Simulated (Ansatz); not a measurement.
# BN, space group P1: a G0W0 quasiparticle calculation

Computed with the Python package of Ansatz (0.2.0).

The script, `gw_bn.py`:
```python
# -*- coding: utf-8 -*-
"""One-shot GW for BN."""

import ansatz as az

bn = (
    az.Lattice.from_parameters(2.508041, 2.508041, 3.273757, alpha=101.10705, beta=101.10705, gamma=119.80736)
    .atom("B", (0.979643, 0.983499, 0.001806))
    .atom("N", (0.668506, 0.332385, 0.984999))
)

job = bn.calculation()
job = job.functional("lda").basis(24 * az.Ry)
job = job.kpoints(3, 3, 2).occupations("fixed")
job = job.gw(empty_bands=80, screening_cutoff=100, quasiparticle_bands=("v3", "c1"))
events = []
outcome = job.session().plan().execute(on_event=events.append, runs_dir="gw_run")
gw = next(e["data"] for e in events if e["event"] == "gw_qp")
top = gw["frontier_bands"]["highest_filled_band"]
print(" k band    E_KS   Sigma_x  Sigma_c     Vxc      Z    E_QP (eV)")
for qp in gw["qp"]:
    print(f"{qp['ik']:2d} {qp['band']:4d} {qp['eps_ks_ev']:7.3f} {qp['sigma_x_ev']:9.3f} {qp['sigma_c_at_ks_ev']:8.3f} {qp['vxc_ev']:8.3f} {qp['z']:6.3f} {qp['e_qp_ev']:8.3f}")
for key, label in (("eps_ks_ev", "Kohn-Sham"), ("e_qp_ev", "G0W0")):
    filled = max(qp[key] for qp in gw["qp"] if qp["band"] <= top)
    empty = min(qp[key] for qp in gw["qp"] if qp["band"] > top)
    print(f"{label} gap on the mesh: {empty - filled:.3f} eV")
print("static dielectric eigenvalues (RPA, this mesh):", [round(e, 3) for e in gw["screening"][0]["eps_tensor_eigenvalues"]])
```

```console
$ python gw_bn.py
DeckWarning: basis.ecutwfc = 326.536634951856 eV is below the records' recommended 420 eV, and the density's cutoff is lower with it unless basis.ecutrho_ratio is high enough to keep the records' density cutoff: compare with a run at a higher cutoff
 k band    E_KS   Sigma_x  Sigma_c     Vxc      Z    E_QP (eV)
 0    2   2.075   -20.594    3.810  -15.684  0.782    1.220
 0    3   3.427   -24.270    3.994  -19.391  0.798    2.724
 0    4   5.049   -23.732    3.625  -19.334  0.801    4.432
 0    5  11.095    -5.816   -4.649  -11.190  0.832   11.696
 1    2  -1.267   -18.663    4.221  -12.989  0.772   -2.381
 1    3   3.416   -24.255    3.999  -19.359  0.798    2.704
 1    4   5.016   -23.703    3.634  -19.277  0.801    4.384
 1    5  15.675    -8.045   -5.282  -15.478  0.818   17.414
 2    2  -1.458   -24.002    4.802  -17.631  0.779   -2.668
 2    3   2.382   -23.327    4.034  -18.264  0.793    1.571
 2    4   3.623   -19.780    3.163  -15.705  0.793    2.902
 2    5  11.788    -7.161   -4.871  -13.401  0.813   12.894
 3    2  -1.533   -23.887    4.798  -17.505  0.779   -2.755
 3    3   2.254   -19.102    3.256  -14.779  0.794    1.411
 3    4   2.403   -22.794    3.933  -17.829  0.793    1.589
 3    5  12.531    -8.426   -4.862  -14.890  0.806   13.812
 4    2  -0.996   -23.429    4.614  -17.300  0.780   -2.169
 4    3   1.543   -23.914    4.284  -18.545  0.792    0.689
 4    4   3.391   -19.916    3.295  -15.665  0.791    2.639
 4    5  12.564    -6.983   -5.002  -13.367  0.812   13.679
 5    2  -1.108   -23.262    4.613  -17.119  0.780   -2.290
 5    3   1.545   -23.912    4.286  -18.539  0.792    0.689
 5    4   2.184   -18.794    3.258  -14.440  0.792    1.321
 5    5  12.780    -8.063   -4.955  -14.571  0.806   14.022
 6    2  -2.458   -22.755    4.803  -16.510  0.776   -3.567
 6    3  -1.490   -23.586    4.730  -17.131  0.777   -2.818
 6    4   5.571   -21.001    3.020  -17.303  0.795    5.034
 6    5  10.315    -6.089   -5.016  -12.389  0.816   11.357
 7    2  -2.390   -22.787    4.800  -16.561  0.776   -3.487
 7    3  -1.415   -23.705    4.731  -17.249  0.778   -2.742
 7    4   5.323   -20.769    2.968  -17.110  0.795    4.775
 7    5   9.635    -5.901   -4.898  -11.990  0.819   10.606
 8    2  -1.561   -23.679    4.765  -17.340  0.776   -2.773
 8    3   2.224   -23.512    4.093  -18.381  0.793    1.406
 8    4   4.431   -20.528    3.112  -16.621  0.792    3.803
 8    5  13.464    -6.502   -5.248  -13.091  0.812   14.546
 9    2  -1.167   -24.059    4.755  -17.771  0.779   -2.351
 9    3   1.611   -18.293    3.269  -13.856  0.792    0.692
 9    4   2.083   -23.402    4.107  -18.233  0.793    1.246
 9    5  11.458    -7.725   -4.645  -13.742  0.813   12.566
Kohn-Sham gap on the mesh: 4.064 eV
G0W0 gap on the mesh: 5.572 eV
static dielectric eigenvalues (RPA, this mesh): [3.431, 5.959, 6.27]
```
(Warnings from the package without file and line.)

Notes:
- The settings weren't tested for convergence.
- The cutoff lies under the one recommended for these potentials.
- Energy and stress may still move on a finer k-point mesh.
- The structure comes from a database of computed cells and needn't be a stable or known phase.
- Mesh, empty bands and screening cutoff are small, so the quasiparticle gap isn't converged, and it is read on the mesh points alone. Spin-orbit coupling is left out, which matters for heavy elements.
- Hardware and time: 3.1 s on 1 thread of Intel(R) Xeon(R) Processor @ 2.30GHz, on a shared host, peak memory 0.43 GiB.
